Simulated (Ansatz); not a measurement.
# Pd under changes of volume

One of the cells (15.531 Å³/atom); the others are scaled copies at fixed shape and fractional positions:

```
CELL_PARAMETERS angstrom
2.78367 0.00000 0.00000
-1.39183 2.41072 0.00000
0.00000 0.00000 4.62889
ATOMIC_POSITIONS crystal
Pd 0.33333 0.66667 0.25000
Pd 0.66667 0.33333 0.75000
```

This isn't the form of Pd at room conditions, which is fcc.

| Quantity | Value |
| --- | --- |
| Program | Ansatz 0.2.0 |
| Functional | LDA |
| Potentials or basis | Ansatz PAW |
| Cutoff | 420 eV (not typed: the program's choice for these potentials) |
| k mesh | 11 × 11 × 6 |
| Occupations | fermi-dirac, width 0.05 eV |
| Spin | no spin polarisation |

| volume (Å³/atom) | energy over the lowest point (meV/atom) | pressure (GPa) |
| --- | --- | --- |
| 14.600 | 0.00 | -5.6 |
| 14.910 | 14.95 | -9.4 |
| 15.221 | 36.86 | -12.8 |
| 15.531 | 64.79 | -15.6 |
| 15.842 | ? | ? |
| 16.153 | 135.45 | -20.3 |
| 16.463 | 176.81 | -22.1 |

Question: What does the run at 15.842 Å³/atom give?

Answer: Energy over the lowest point 97.89 meV/atom; pressure -18.1 GPa.

Worked out: A Birch-Murnaghan fit of order 3 (a polynomial in V^(-2/3)) to the other rows has its minimum at 14.20 Å³/atom, just outside them, with B0 = V·E''(V) = 226 GPa and B' = 5.5 at fixed shape and positions, which overstates the stiffness. It gives 97.87 meV/atom at 15.842 Å³/atom, against the run's 97.89, and -dE/dV = -18.3 GPa, against -18.1.

Energies are extrapolated to zero smearing.

Caveats: the PAW data sets come from PBE, with cores solved anew for the run's functional, which leaves a small shift of forces and pressure.
